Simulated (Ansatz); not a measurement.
Run on Sc (sc type): DFT, PBE, all-electron PAW with datasets made for the crystal, scalar-relativistic (Ansatz 0.2.0). This run: the series' base cell.

The cell comes from a relaxation on PAW files under the same functional, begun from a prototype that needn't be the stable phase.

Command: `ansatz run input.yaml --threads 1 --pin off --max-ram 2048MiB --backend cpu --events-out ev --progress --plain --runs-dir out` It took 3.7 s on 1 thread of Arm Neoverse V2, with other jobs on the host, peak memory 0.29 GiB.

```yaml
crystal:
  lattice:
    - [2.9704436732, 0.0, 0.0]
    - [0.0, 2.9704436732, 0.0]
    - [0.0, 0.0, 2.9704436732]
  atoms:
    - { symbol: Sc, position: [0.0, 0.0, 0.0] }
kpoints:
  mp_grid: { grid: [13, 13, 13] }
scf:
  occupations: { method: fermi_dirac, width: 0.08 }
hamiltonian:
  xc: pbe
  pseudopotentials: { kind: all_electron, datasets: crystal }
output:
  forces: true
  stress: true
  eigenvalues: true
```

Output:

```
hamiltonian.pseudopotentials.datasets: crystal makes datasets for this crystal and solves the spheres of its atoms anew in each pass: cutoff 220.0 eV, the density's 880.0 eV; for an error of 0.50 meV an atom under PBE, 0.5 meV for the cell; an energy difference from a run of another recipe may be off by several times the error for the cell, under r2SCAN by more, where some 0.1 meV an atom stays at smaller errors; Sc in spheres of 1.376 Å, 11 of its electrons in bands
band count auto-derived: 11 (N_el = 11.0; filled up to band 6; 10 by the electrons, moments and atoms)
Engine: ansatz 0.2.0
Pseudopotentials: kind: all_electron
Pseudopotential: Sc, paw, valence charge 11, recommended cutoff 220 eV (normal), crystal/all_electron/pbe/scalar/gaussian/Sc, Koelling and Harmon's equation, gaussian nucleus
Functional definition: PBE
  parameter kappa = 0.804
  parameter beta = 0.06672455060314922
  exchange = pbe_x(kappa = kappa, mu = beta*pi^2/3)
  correlation = pbe_c(beta = beta)
Crystal: 1 atoms, lattice volume = 26.210 Å³
Basis set: ecut = 220 eV, 179 PW (Γ), exchange–correlation on 30×30×30 points (8 copies of the dense FFT grid, shifted against one another)
Bands: 11, of which v1, the nominal top of the filled ones, is band 6 counted from 1 (5 counted from 0)
Symmetry: 48 space group operations
Space group: Pm-3m (ITA 221), of the structure as read, at distance tolerance 3.0e-5 Å
k-points: 84 of 2197
Non-local potential: Sc, projectors of the file, l = 0: 2, l = 1: 2, l = 2: 2
PAW form: soft (Blöchl's): semilocal exchange-correlation on the pseudo side does not see the compensation charge
PAW one-centre angular grid: Sc, 590 points (default); XC on its mesh's 1957 points in the sphere
Initial density: superposition of atomic densities (neutral atoms: chi_scale 0, normalization atom)
Initial wavefunctions: pseudopotential atomic-orbital guess
Functional: x = pbe(κ = 0.804, μ = 0.2195149727645171), c = pbe(β = 0.06672455060314922)
iter 1 solved again at ethr=6.51e-4 eV; its pass at ethr=1.00e-1 eV (dr2=7.16e-2 eV) is discarded
SCF iter   1: F=—  HF=-20794.829115 eV  |F-HF|=—  |Δ(HF+E_count)|=         —  Δρ=1.23e-2  dr2=7.40e-2  ethr=6.51e-4  ⟨swp⟩=3.8  Hψ=5334  notcnv=0
preconditioner: auto → none  [metal: Δε(μ)=0.025 eV  Ē_g=4.614 eV  σ=0.080 eV  W_gap=0.08  n_scr=6 (ndim 8)  ℏωp=12.6 eV  f_vac=0.000  D(μ)=2.72/eV (n_scr^D=32)  sad-step TF]
SCF iter   2: F=—  HF=-20794.809896 eV  |F-HF|=—  |Δ(HF+E_count)|=   1.92e-2  Δρ=6.99e-3  dr2=2.03e-2  ethr=6.51e-4  ⟨swp⟩=3.0  Hψ=2072  notcnv=0
iter 3 solved again at ethr=3.16e-6 eV; its pass at ethr=1.84e-4 eV (dr2=3.47e-4 eV) is discarded
SCF iter   3: F=—  HF=-20794.815965 eV  |F-HF|=—  |Δ(HF+E_count)|=   6.07e-3  Δρ=1.22e-3  dr2=3.29e-4  ethr=3.16e-6  ⟨swp⟩=3.0  Hψ=4355  notcnv=0
SCF iter   4: F=—  HF=-20794.817061 eV  |F-HF|=—  |Δ(HF+E_count)|=   1.10e-3  Δρ=1.16e-3  dr2=3.25e-4  ethr=2.99e-6  ⟨swp⟩=3.9  Hψ=2122  notcnv=0
SCF iter   5: F=—  HF=-20794.817252 eV  |F-HF|=—  |Δ(HF+E_count)|=   1.91e-4  Δρ=5.56e-4  dr2=1.13e-4  ethr=2.96e-6  ⟨swp⟩=3.5  Hψ=1842  notcnv=0
SCF iter   6: F=—  HF=-20794.817212 eV  |F-HF|=—  |Δ(HF+E_count)|=   3.99e-5  Δρ=2.48e-4  dr2=1.97e-5  ethr=1.03e-6  ⟨swp⟩=3.8  Hψ=2087  notcnv=0
SCF iter   7: F=—  HF=-20794.817206 eV  |F-HF|=—  |Δ(HF+E_count)|=   5.57e-6  Δρ=9.96e-5  dr2=3.28e-6  ethr=1.79e-7  ⟨swp⟩=2.9  Hψ=1584  notcnv=0
SCF iter   8: F=—  HF=-20794.817205 eV  |F-HF|=—  |Δ(HF+E_count)|=   1.25e-6  Δρ=1.87e-5  dr2=1.01e-7  ethr=2.98e-8  ⟨swp⟩=3.2  Hψ=1701  notcnv=0
SCF iter   9: F=—  HF=-20794.817205 eV  |F-HF|=—  |Δ(HF+E_count)|=   3.99e-8  Δρ=1.00e-6  dr2=2.31e-10  ethr=9.20e-10  ⟨swp⟩=3.5  Hψ=1886  notcnv=0
SCF iter  10: F=—  HF=-20794.817208 eV  |F-HF|=—  |Δ(HF+E_count)|=   2.64e-6  Δρ=8.24e-6  dr2=3.11e-9  ethr=2.10e-12  ⟨swp⟩=4.9  Hψ=2704  notcnv=0
SCF iter  11: F=-20794.817208 eV  HF=-20794.817208 eV  |F-HF|=4.33e-9  |Δ(HF+E_count)|=   1.96e-8  Δρ=4.29e-6  dr2=5.15e-9  ethr=2.10e-12  ⟨swp⟩=4.5  Hψ=2514  notcnv=0
SCF 1 converged in 11 iterations: F = -20794.817209 eV  dr2 = 5.15e-9
  Residual-converged pass: ⟨swp⟩=1.8  Hψ=1010  notcnv=0  max |occ|·‖R‖ = 3.5e-6 eV (tolerance 3.7e-6 eV)  dr2=5.15e-9  dr2_onsite=2.74e-9  max |Δocc| = 6.5e-11
  greatest PAW one-centre occupation: 0.993 electrons in one spin orbital (limit 2), on the Sc atom at site 0 (counted from 0), in its partial waves of l = 0
SCF converged after 11 iterations
Free energy (F): -20794.817209 eV
Harris-Foulkes:  -20794.817209 eV  (|F-HF|=4.33e-9)
Internal energy: -20794.757157 eV  (E = F + TS)
E sigma→0 (E₀):  -20794.787183 eV
Entropy (-TS):   -0.060052 eV (-60.052 meV/atom)
Past the cutoff: the bands carry plane waves up to 1.75 times it, of which those up to 1.5 times it add -0.000412 eV an atom, each by itself; the spheres take 0.000311 eV an atom off the energy for waves past 1.75 times it
By the cutoff:   a pressure is off by up to 0.006 GPa (1.2 times the spheres' own share and the shells' term, over an atom's volume, and 0.004 GPa: a bound that held against runs at twice the plane waves)
Past the cutoffs: a stress includes 0.0007 GPa for waves and charges beyond them, in addition to the slope of what the spheres take
In the spheres:  the bands' charges fall short by 2.6e-7 e at most (sound up to 1e-3)
Fermi energy:    8.984696 eV
--- Per-component energies (eV) ---
  E_band       = -174.003968
  E_kinetic    = 93.148806
  E_local      = -634.993606  (includes V_loc(G=0)·N_el)
  E_nonlocal   = -12.141199
  E_hartree    = 312.311974
  E_xc         = -40.631698
  E_vxc        = -52.841156  (∫ρ·V_xc dr)
  E_paw        = -21121.087635  (= ΣΔE_a)
  E_vpaw       = -1632.568640  (= ΣTr[D̂ρ^β])
  E_ewald      = -832.129130
  E_smearing   = -0.060052  (= −TS)
  E_closure    = 1440.765331  (closes the sum)
  Σ components = -20794.817209   (vs F -20794.817209, Δ=0.00e0)
  The terms above E_closure are by the made datasets' own strengths, without shells solved beside the bands.
--- Forces (eV/Å), atoms counted from 1 ---
  atom   1  Sc     0.00000000     0.00000000     0.00000000
  max |Σ_I F_I| component: 3.08e-33 eV/Å
--- Stress (GPa, compression-positive) ---
        0.000259       0.000000       0.000000
       -0.000000       0.000259       0.000000
        0.000000       0.000000       0.000259
  P = ⅓ Tr σ = 0.0003 GPa (0.003 kbar)
--- Band table (eV; the first three rows and the last of 84) ---
  k-point 0: bands = ["-40.7107", "-19.0836", "-19.0836", "-19.0836", "3.9894", "8.4996", "8.4996", "12.7227", "12.7227"]
  k-point 1: bands = ["-40.7072", "-19.1138", "-19.0810", "-19.0810", "4.1088", "8.5308", "8.5717", "12.6140", "12.6140"]
  k-point 2: bands = ["-40.6975", "-19.1967", "-19.0740", "-19.0740", "4.4560", "8.6187", "8.7632", "12.3314", "12.3314"]
  k-point 83: bands = ["-40.5347", "-19.4523", "-19.4512", "-19.4512", "8.4994", "8.5906", "8.5906", "13.5062", "13.5062"]
```

Next run (volume at 0.8 of the series' base cell), as changes to the input before:

```diff
   lattice:
-    - [2.9704436732, 0.0, 0.0]
-    - [0.0, 2.9704436732, 0.0]
-    - [0.0, 0.0, 2.9704436732]
+    - [2.7575156369, 0.0, 0.0]
+    - [0.0, 2.7575156369, 0.0]
+    - [0.0, 0.0, 2.7575156369]
   atoms:
```

Results part of the output:

```
SCF 1 converged in 8 iterations: F = -20794.663900 eV  dr2 = 1.77e-9
  Residual-converged pass: ⟨swp⟩=3.3  Hψ=1732  notcnv=0  max |occ|·‖R‖ = 3.7e-6 eV (tolerance 3.7e-6 eV)  dr2=1.77e-9  dr2_onsite=1.96e-9  max |Δocc| = 2.8e-10
  greatest PAW one-centre occupation: 0.990 electrons in one spin orbital (limit 2), on the Sc atom at site 0 (counted from 0), in its partial waves of l = 0
SCF converged after 8 iterations
Free energy (F): -20794.663900 eV
Harris-Foulkes:  -20794.663900 eV  (|F-HF|=9.20e-10)
Internal energy: -20794.612989 eV  (E = F + TS)
E sigma→0 (E₀):  -20794.638444 eV
Entropy (-TS):   -0.050911 eV (-50.911 meV/atom)
Past the cutoff: the bands carry plane waves up to 1.75 times it, of which those up to 1.5 times it add -0.000519 eV an atom, each by itself; the spheres take 0.000358 eV an atom off the energy for waves past 1.75 times it
By the cutoff:   a pressure is off by up to 0.007 GPa (1.2 times the spheres' own share and the shells' term, over an atom's volume, and 0.004 GPa: a bound that held against runs at twice the plane waves)
Past the cutoffs: a stress includes 0.0011 GPa for waves and charges beyond them, in addition to the slope of what the spheres take
In the spheres:  the bands' charges fall short by 1.8e-7 e at most (sound up to 1e-3)
Fermi energy:    11.767934 eV
--- Per-component energies (eV) ---
  E_band       = -140.486564
  E_kinetic    = 96.637514
  E_local      = -542.073351  (includes V_loc(G=0)·N_el)
  E_nonlocal   = -11.148913
  E_hartree    = 282.261042
  E_xc         = -41.729643
  E_vxc        = -54.321234  (∫ρ·V_xc dr)
  E_paw        = -21121.951990  (= ΣΔE_a)
  E_vpaw       = -1633.880345  (= ΣTr[D̂ρ^β])
  E_ewald      = -896.383932
  E_smearing   = -0.050911  (= −TS)
  E_closure    = 1439.776282  (closes the sum)
  Σ components = -20794.663900   (vs F -20794.663900, Δ=0.00e0)
  The terms above E_closure are by the made datasets' own strengths, without shells solved beside the bands.
--- Forces (eV/Å), atoms counted from 1 ---
  atom   1  Sc    -0.00000000    -0.00000000     0.00000000
  max |Σ_I F_I| component: 3.29e-32 eV/Å
--- Stress (GPa, compression-positive) ---
       10.841343       0.000000       0.000000
        0.000000      10.841343       0.000000
        0.000000       0.000000      10.841343
  P = ⅓ Tr σ = 10.8413 GPa (108.413 kbar)
--- Band table (eV; the first three rows and the last of 84) ---
  k-point 0: bands = ["-37.5678", "-15.7064", "-15.7064", "-15.7064", "6.4057", "11.0050", "11.0050", "16.4941", "16.4941"]
  k-point 1: bands = ["-37.5598", "-15.7665", "-15.7013", "-15.7013", "6.5513", "11.0452", "11.1140", "16.3431", "16.3431"]
  k-point 2: bands = ["-37.5373", "-15.9304", "-15.6872", "-15.6872", "6.9692", "11.1593", "11.4101", "15.9539", "15.9539"]
  k-point 83: bands = ["-37.1639", "-16.3942", "-16.3919", "-16.3919", "10.8921", "11.0049", "11.0049", "17.5810", "17.5810"]
```

Next run (volume at 0.7 of the series' base cell), as changes to the input before:

```diff
   lattice:
-    - [2.7575156369, 0.0, 0.0]
-    - [0.0, 2.7575156369, 0.0]
-    - [0.0, 0.0, 2.7575156369]
+    - [2.6374688244, 0.0, 0.0]
+    - [0.0, 2.6374688244, 0.0]
+    - [0.0, 0.0, 2.6374688244]
   atoms:
```

Results part of the output:

```
SCF 1 converged in 8 iterations: F = -20794.408984 eV  dr2 = 8.59e-10
  Residual-converged pass: ⟨swp⟩=3.8  Hψ=1920  notcnv=0  max |occ|·‖R‖ = 3.7e-6 eV (tolerance 3.7e-6 eV)  dr2=8.19e-10  dr2_onsite=2.73e-9  max |Δocc| = 3.2e-10
  greatest PAW one-centre occupation: 0.996 electrons in one spin orbital (limit 2), on the Sc atom at site 0 (counted from 0), in its partial waves of l = 0
SCF converged after 8 iterations
Free energy (F): -20794.408984 eV
Harris-Foulkes:  -20794.408984 eV  (|F-HF|=6.15e-10)
Internal energy: -20794.364511 eV  (E = F + TS)
E sigma→0 (E₀):  -20794.386747 eV
Entropy (-TS):   -0.044473 eV (-44.473 meV/atom)
Past the cutoff: the bands carry plane waves up to 1.75 times it, of which those up to 1.5 times it add -0.000571 eV an atom, each by itself; the spheres take 0.000356 eV an atom off the energy for waves past 1.75 times it
By the cutoff:   a pressure is off by up to 0.008 GPa (1.2 times the spheres' own share and the shells' term, over an atom's volume, and 0.004 GPa: a bound that held against runs at twice the plane waves)
Past the cutoffs: a stress includes 0.0025 GPa for waves and charges beyond them, in addition to the slope of what the spheres take
In the spheres:  the bands' charges fall short by 2.0e-7 e at most (sound up to 1e-3)
Fermi energy:    13.677590 eV
--- Per-component energies (eV) ---
  E_band       = -117.916297
  E_kinetic    = 121.010738
  E_local      = -547.490033  (includes V_loc(G=0)·N_el)
  E_nonlocal   = 32.297408
  E_hartree    = 275.682937
  E_xc         = -51.069212
  E_vxc        = -66.489469  (∫ρ·V_xc dr)
  E_paw        = -21061.812941  (= ΣΔE_a)
  E_vpaw       = -1582.810264  (= ΣTr[D̂ρ^β])
  E_ewald      = -937.183668
  E_smearing   = -0.044473  (= −TS)
  E_closure    = 1374.200261  (closes the sum)
  Σ components = -20794.408984   (vs F -20794.408984, Δ=0.00e0)
  The terms above E_closure are by the made datasets' own strengths, without shells solved beside the bands.
--- Forces (eV/Å), atoms counted from 1 ---
  atom   1  Sc    -0.00000000     0.00000000     0.00000000
  max |Σ_I F_I| component: 4.11e-32 eV/Å
--- Stress (GPa, compression-positive) ---
       21.072347      -0.000000       0.000000
       -0.000000      21.072347       0.000000
        0.000000       0.000000      21.072347
  P = ⅓ Tr σ = 21.0723 GPa (210.723 kbar)
--- Band table (eV; the first three rows and the last of 84) ---
  k-point 0: bands = ["-35.5144", "-13.4109", "-13.4109", "-13.4109", "8.2051", "12.6995", "12.6995", "19.0797", "19.0797"]
  k-point 1: bands = ["-35.5016", "-13.4993", "-13.4033", "-13.4033", "8.3701", "12.7460", "12.8396", "18.8976", "18.8976"]
  k-point 2: bands = ["-35.4659", "-13.7397", "-13.3824", "-13.3824", "8.8372", "12.8780", "13.2253", "18.4306", "18.4306"]
  k-point 83: bands = ["-34.8720", "-14.3811", "-14.3775", "-14.3775", "12.5074", "12.6334", "12.6334", "20.3970", "20.3970"]
```

Next run (volume at 0.4 of the series' base cell), as changes to the input before:

```diff
   lattice:
-    - [2.6374688244, 0.0, 0.0]
-    - [0.0, 2.6374688244, 0.0]
-    - [0.0, 0.0, 2.6374688244]
+    - [2.1886416114, 0.0, 0.0]
+    - [0.0, 2.1886416114, 0.0]
+    - [0.0, 0.0, 2.1886416114]
   atoms:
```

Command: `ansatz run input.yaml --threads 1 --pin off --max-ram 2048MiB --backend cpu --events-out ev --progress --plain --runs-dir out` It took 3.3 s on 1 thread of Arm Neoverse V2, on a shared host, peak memory 0.31 GiB.

Results part of the output:

```
SCF 1 converged in 7 iterations: F = -20791.384657 eV  dr2 = 7.11e-10
  Residual-converged pass: ⟨swp⟩=3.0  Hψ=1767  notcnv=0  max |occ|·‖R‖ = 3.6e-6 eV (tolerance 3.7e-6 eV)  dr2=6.68e-10  dr2_onsite=4.77e-10  max |Δocc| = 8.9e-10
  greatest PAW one-centre occupation: 0.981 electrons in one spin orbital (limit 2), on the Sc atom at site 0 (counted from 0), in its partial waves of l = 0
SCF converged after 7 iterations
Free energy (F): -20791.384657 eV
Harris-Foulkes:  -20791.384657 eV  (|F-HF|=2.36e-10)
Internal energy: -20791.367785 eV  (E = F + TS)
E sigma→0 (E₀):  -20791.376221 eV
Entropy (-TS):   -0.016873 eV (-16.873 meV/atom)
Past the cutoff: the bands carry plane waves up to 1.75 times it, of which those up to 1.5 times it add -0.000489 eV an atom, each by itself; the spheres take 0.000147 eV an atom off the energy for waves past 1.75 times it
By the cutoff:   a pressure is off by up to 0.007 GPa (1.2 times the spheres' own share and the shells' term, over an atom's volume, and 0.004 GPa: a bound that held against runs at twice the plane waves)
Past the cutoffs: a stress includes 0.0042 GPa for waves and charges beyond them, in addition to the slope of what the spheres take
In the spheres:  the bands' charges fall short by 4.8e-7 e at most (sound up to 1e-3)
Fermi energy:    24.304278 eV
--- Per-component energies (eV) ---
  E_band       = 1.145621
  E_kinetic    = 274.296062
  E_local      = -399.236402  (includes V_loc(G=0)·N_el)
  E_nonlocal   = 15.162649
  E_hartree    = 214.613354
  E_xc         = -106.053949
  E_vxc        = -138.296646  (∫ρ·V_xc dr)
  E_paw        = -20915.107187  (= ΣΔE_a)
  E_vpaw       = -1434.338096  (= ΣTr[D̂ρ^β])
  E_ewald      = -1129.372984
  E_smearing   = -0.016873  (= −TS)
  E_closure    = 1254.330673  (closes the sum)
  Σ components = -20791.384657   (vs F -20791.384657, Δ=0.00e0)
  The terms above E_closure are by the made datasets' own strengths, without shells solved beside the bands.
--- Forces (eV/Å), atoms counted from 1 ---
  atom   1  Sc     0.00000000     0.00000000     0.00000000
  max |Σ_I F_I| component: 1.03e-33 eV/Å
--- Stress (GPa, compression-positive) ---
      145.579578      -0.000000      -0.000000
       -0.000000     145.579578       0.000000
        0.000000       0.000000     145.579578
  P = ⅓ Tr σ = 145.5796 GPa (1455.796 kbar)
--- Band table (eV; the first three rows and the last of 84) ---
  k-point 0: bands = ["-25.7416", "-0.9136", "-0.9136", "-0.9136", "19.9940", "21.7476", "21.7476", "33.3081", "33.3081"]
  k-point 1: bands = ["-25.6778", "-1.2849", "-0.8825", "-0.8825", "20.2643", "21.8284", "22.1619", "32.9361", "32.9361"]
  k-point 2: bands = ["-25.4965", "-2.2528", "-0.7955", "-0.7955", "20.8795", "22.0588", "23.4011", "31.9961", "31.9961"]
  k-point 83: bands = ["-22.2643", "-4.2139", "-4.2065", "-4.2065", "21.1514", "21.3326", "21.3326", "33.4728", "36.1242"]
```

The structure type is held throughout; the real material can change phase at far lower pressure.
